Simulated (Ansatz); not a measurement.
# HgTe (I-4m2) in Ansatz: settings compared, part 2 of 2

Ansatz 0.2.0.

## (3) Relaxation of cell and atoms, PBE, spin-orbit coupling, no magnetisation

File input.yaml:

```yaml
crystal:
  lattice:
    - [-3.045603, 3.045603, 1.55941]
    - [3.045603, -3.045603, 1.55941]
    - [3.045603, 3.045603, -1.55941]
  atoms:
    - { symbol: Hg, position: [0.75, 0.25, 0.5] }
    - { symbol: Te, position: [0.0, 0.0, 0.0] }
kpoints:
  mp_grid: { grid: [7, 7, 7] }
scf:
  occupations: { method: fermi_dirac, width: 0.05 }
hamiltonian:
  xc: pbe
  pseudopotentials: { kind: all_electron, lapw: { basis_error: 0.001 } }
magnetization:
  noncollinear: true
  spin_orbit: true
output:
  forces: true
  stress: true
relax:
  f_tol: 0.02
  max_steps: 60
  cell: {}
```

Potentials or basis: all-electron LAPW, relativistic spinors.

Run with:

```sh
> ansatz run input.yaml --threads 1 --pin off --max-ram 3072MiB --backend cpu --events-out ev --progress --plain --runs-dir out
```

The log of the run:

```text
Warning: RAYON_NUM_THREADS=1 ignored (pool sized by the plan → 1); use --threads N
The last accepted step is kept in <dir> (removed where the run ends without a failure and the disk answers)
LAPW: plane waves up to 7.643 Å⁻¹, error target 1.0e-3 eV per atom; Dirac's equation on spinors; Te in spheres of 1.513 Å, 24 of its electrons in bands; Hg in spheres of 1.513 Å, 34 of its electrons in bands (how accurate: hamiltonian.pseudopotentials.lapw.basis_error, Limitations)
Engine: ansatz 0.2.0, aarch64-unknown-linux-gnu
Pseudopotentials: kind: all_electron
Pseudopotential: Hg, LAPW, valence charge 34, lapw/all_electron/dirac/gaussian/Hg, Dirac's equation, gaussian nucleus
Pseudopotential: Te, LAPW, valence charge 24, lapw/all_electron/dirac/gaussian/Te, Dirac's equation, gaussian nucleus
[... 136 lines left out ...]
  k-point 39: bands = ["-342.5093", "-342.5093", "-342.5032", "-342.5032", "-323.0903", "-323.0903", "-323.0856", "-323.0856", "-323.0815", "-323.0815", "-146.0628", "-146.0628", "-102.8910", "-102.8910", "-100.8086", "-100.8086", "-93.2175", "-93.2175", "-93.1467", "-93.1467", "-80.9677", "-80.9677", "-80.9625", "-80.9625", "-80.9576", "-80.9576", "-76.7756", "-76.7756", "-76.7725", "-76.7725", "-76.7675", "-76.7675", "-76.7644", "-76.7644", "-62.8827", "-62.8827", "-44.6128", "-44.6128", "-44.6057", "-44.6057", "-24.3987", "-24.3987", "-24.2973", "-24.2972", "-22.9534", "-22.9534", "-22.8749", "-22.8748", "-22.8151", "-22.8151", "1.4799", "1.4800", "5.5532", "5.5545", "6.1776", "6.2045", "7.4691", "7.5169", "7.8751", "7.9090", "8.1703", "8.2582", "8.5948", "8.6264", "9.2376", "9.2658", "10.1905", "10.2490", "17.1949", "17.2061", "20.2198", "20.3730", "20.8163", "20.8739", "21.7058", "21.8409", "24.8817", "24.8818", "25.8967", "25.9034", "26.8757", "26.9007"]
--- Relaxed structure (4 steps of the walk, 4 accepted, 1 SCFs on fresh bases) ---
  F+E_penalty+E_count = -719852.73744945 eV   max|allowed force component| = 1.431e-17 eV/Å   (the final SCF, on the basis selected at the relaxed cell)
  cell:  # Å, volume = 57.5484 Å³
    - [-3.0820285348177383, 3.0820285348177383, 1.5146062658196318]
    - [3.0820285348177383, -3.0820285348177383, 1.5146062658196318]
    - [3.0820285348177383, 3.0820285348177383, -1.5146062658196318]
  atoms:
    - { symbol: Hg, position: [0.75, 0.24999999999999997, 0.5] }
    - { symbol: Te, position: [-5.5578874370168865e-36, -3.0037293881833484e-34, -3.0593082625535175e-34] }
```

Run time: 14 min. Hardware: 1 thread of Arm Neoverse V1, shared host; peak memory 0.66 GiB.

What came out:

```yaml
Free_energy: -719852.7374 eV
Relaxed_volume: 28.77 Å³/atom
Relaxed_cell: a = 4.614 Å, b = 4.614 Å, c = 4.614 Å, α = 96.19°, β = 96.19°, γ = 141.68°
Space_group_after_relaxing_to_0.05_Å: I-4m2 (No. 119)
Energy_gained_by_relaxing: 9.1 meV/atom
Ionic_steps: 5
Pressure_after_relaxing: 0.0 GPa
Band_gap_on_the_k_mesh: none (metal or under the smearing width)
```

Step by step:
| step | energy change (eV) | largest force (eV/Å) | volume (Å³) |
| --- | --- | --- | --- |
| 1 | 0.0000 | 0.0000 | 57.86 |
| 2 | -0.0171 | 0.0000 | 57.26 |
| 3 | -0.0178 | 0.0000 | 57.67 |
| 4 | -0.0181 | 0.0000 | 57.55 |
| 5 | -0.0181 | 0.0000 | 57.55 |

Final structure:
```cif
data_structure
_symmetry_space_group_name_H-M 'P 1'
_symmetry_Int_Tables_number 1
_cell_length_a 4.6143
_cell_length_b 4.6143
_cell_length_c 4.6143
_cell_angle_alpha 96.185
_cell_angle_beta 96.185
_cell_angle_gamma 141.676
_cell_volume 57.55
loop_
_atom_site_label
_atom_site_type_symbol
_atom_site_fract_x
_atom_site_fract_y
_atom_site_fract_z
_atom_site_occupancy
Hg1 Hg 0.75000 0.25000 0.50000 1
Te1 Te 0.00000 0.00000 0.00000 1
```

Levels at points of the mesh, in eV from the Fermi level:
```csv
k point,band 66,band 67,band 68,band 69,band 70,band 71
"(0.00, 0.00, 0.00)",-2.97,-2.34,-2.34,3.93,3.93,4.55
```

Caveat: the k mesh is thin for a metal, which can move the energy by tens of meV per atom.

## (4) Single point, PBEsol (the cell as VASP's run set it)

File input.yaml:

```yaml
crystal:
  lattice:
    - [4.58073737, 0.0, 0.0]
    - [-3.5190045719, 2.9325350255, 0.0]
    - [-0.5308663988, -1.4662675122, 4.3071330723]
  atoms:
    - { symbol: Hg, position: [0.75, 0.25, 0.5] }
    - { symbol: Te, position: [0.0, 0.0, 0.0] }
kpoints:
  mp_grid: { grid: [10, 10, 10] }
scf:
  occupations: { method: gaussian, width: 0.1 }
hamiltonian:
  xc: pbesol
  pseudopotentials: { kind: all_electron, lapw: { basis_error: 0.001 } }
output:
  forces: true
  stress: true
  eigenvalues: true
```

Potentials or basis: all-electron LAPW, scalar-relativistic.

Run with:

```sh
> ansatz run input.yaml --threads 1 --pin off --max-ram 3072MiB --backend cpu --events-out ev --progress --plain --runs-dir out
```

Run time: 57 s. Hardware: 1 thread of Arm Neoverse V2, shared host; peak memory 0.46 GiB.

The run converged. Its results:

```
Free energy            : -718490.3275 eV
Pressure               : -3.3 GPa
Band gap on the k mesh : none (metal or under the smearing width)
```

Stress tensor (GPa, compression positive):
```
-4.26  1.39  0.00
 1.39 -0.91  0.00
 0.00  0.00 -4.76
```

Levels at points of the mesh, in eV from the Fermi level:
```tsv
k point	band 26	band 27	band 28	band 29	band 30	band 31	band 32	band 33
(0.00, 0.00, 0.00)	-6.16	-3.44	-2.39	-2.39	3.53	4.62	6.88	6.88
(0.00, 0.00, -0.50)	-6.10	-6.04	-0.84	1.52	1.94	2.90	3.46	9.03
(0.00, -0.50, 0.00)	-6.15	-4.48	-1.89	-1.05	-0.13	3.21	3.81	5.90
(-0.50, -0.50, -0.50)	-6.10	-4.37	-4.29	-4.29	3.20	7.40	8.00	8.00
```

## (5) Single point, LDA

File input.yaml:

```yaml
crystal:
  lattice:
    - [-3.045603, 3.045603, 1.55941]
    - [3.045603, -3.045603, 1.55941]
    - [3.045603, 3.045603, -1.55941]
  atoms:
    - { symbol: Hg, position: [0.75, 0.25, 0.5] }
    - { symbol: Te, position: [0.0, 0.0, 0.0] }
kpoints:
  mp_grid: { grid: [10, 10, 10] }
scf:
  occupations: { method: gaussian, width: 0.1 }
hamiltonian:
  xc: lda
  pseudopotentials: { kind: all_electron, lapw: { basis_error: 0.001 } }
output:
  forces: true
  stress: true
  eigenvalues: true
```

Run with:

```sh
> ansatz run input.yaml --threads 1 --pin off --max-ram 3072MiB --backend cpu --events-out ev --progress --plain --runs-dir out
```

It took 52 s on 1 thread of Arm Neoverse V2, shared host; peak memory 0.45 GiB.

The run converged. Its results:

```
Free energy            : -718270.6828 eV
Pressure               : -4.9 GPa
Band gap on the k mesh : none (metal or under the smearing width)
```

Stress tensor (GPa, compression positive):
```
-6.21  0.00  0.00
 0.00 -6.21  0.00
 0.00  0.00 -2.15
```

Levels at points of the mesh, in eV from the Fermi level:
```csv
k point,band 27,band 28,band 29,band 30,band 31,band 32
"(0.00, 0.00, 0.00)",-3.49,-2.35,-2.35,3.50,4.73,6.86
"(0.00, 0.00, -0.50)",-6.02,-0.80,1.50,1.97,2.90,3.46
"(0.00, -0.50, 0.00)",-4.43,-1.89,-1.02,-0.14,3.19,3.89
"(-0.50, -0.50, -0.50)",-4.39,-4.23,-4.23,3.18,7.47,7.97
```

Spin-orbit coupling is left out, which matters for the levels of Hg, Te.

## (6) Overview

```csv
task,level,potentials or basis,spin,cell,k mesh,cutoff (eV),smearing,gap on the mesh (eV),pressure (GPa),relaxed volume (Å³/atom)
relaxation of cell and atoms,PBE,"all-electron LAPW, scalar-relativistic",off,relaxed,7 × 7 × 7,-,fermi-dirac 0.05 eV,none,0.0,28.96
relaxation of cell and atoms,PBE,"all-electron LAPW, relativistic spinors","SOC, no magnetisation",relaxed,7 × 7 × 7,-,fermi-dirac 0.05 eV,none,0.0,28.77
single point,PBEsol,"all-electron LAPW, scalar-relativistic",off,the cell as VASP's run set it,10 × 10 × 10,207,gaussian 0.1 eV,none,-3.3,-
single point,LDA,"all-electron LAPW, scalar-relativistic",off,as given,10 × 10 × 10,207,gaussian 0.1 eV,none,-4.9,-
```

Alike in all rows: basis error allowed 0.001 eV/atom.

Caveats: the k mesh is thin for a metal, which can move the energy by tens of meV per atom (some runs).

Compare energies only between runs with the same functional and basis.
